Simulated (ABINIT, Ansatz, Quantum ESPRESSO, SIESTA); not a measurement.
## Code comparison for Li₂O (Fm-3m, 3 atoms in the cell)

Self-consistent single point.

```
Li2O
1.0
    0.00000     2.30884     2.30884
    2.30884     0.00000     2.30884
    2.30884     2.30884     0.00000
Li O
2 1
Direct
  0.25000   0.25000   0.25000
  0.75000   0.75000   0.75000
  0.00000   0.00000   0.00000
```

Shared settings, as Ansatz (an electronic-structure program) writes them: kpoints.mp_grid.grid = 1 1 1; scf.occupations.method = fermi_dirac; scf.occupations.width = 0.0007 Ry. Potentials and cutoffs stand in the table.

| code | model | pressure (GPa) | cutoff |
|---|---|---|---|
| Ansatz | PBE, default PAW files | 46.71 | default |
| ABINIT | PBE, norm-conserving pseudopotentials (PseudoDojo nc-sr-05 PBE standard) | 46.00 | 42 Ha |
| SIESTA | GGA PBE, numerical atomic orbitals TZP, PseudoDojo PBE standard norm-conserving potentials (rewritten from UPF to PSML) | 41.91 | grid 400 Ry |
| Quantum ESPRESSO | PBE, SSSP 1.1.2 efficiency (PBE) pseudopotentials | 46.88 | 55 Ry |

The spread over the programs that give each value: pressure within 4.97 GPa.

SIESTA uses small atom-centred bases, whose incompleteness enters pressures, forces and empty levels differently from a plane-wave cutoff. Ansatz's pressure is given at a fixed set of plane waves, as the other plane-wave codes print theirs; with its correction for the finite basis it is 46.85 GPa. In the pressure, SIESTA (by 4.80) lies more than 1 GPa from the median of the plane-wave programs.

On the base mesh (12 12 12) the same programs gave: Ansatz pressure -0.04 GPa, gap on the mesh 4.994 eV; Quantum ESPRESSO pressure 0.27 GPa; ABINIT pressure 0.22 GPa; SIESTA pressure -0.56 GPa.

The values differ from the base mesh's, so the mesh still matters here: the table compares the programs at equal settings.

The starting cell has typed, rounded lattice constants, without a prior relaxation at this level. Its lattice was rescaled by a random factor within 2.5 % of one.

Left out of this page: GPAW and Elk (not drawn, or without a comparable value).

Keys are those of Ansatz 0.2.
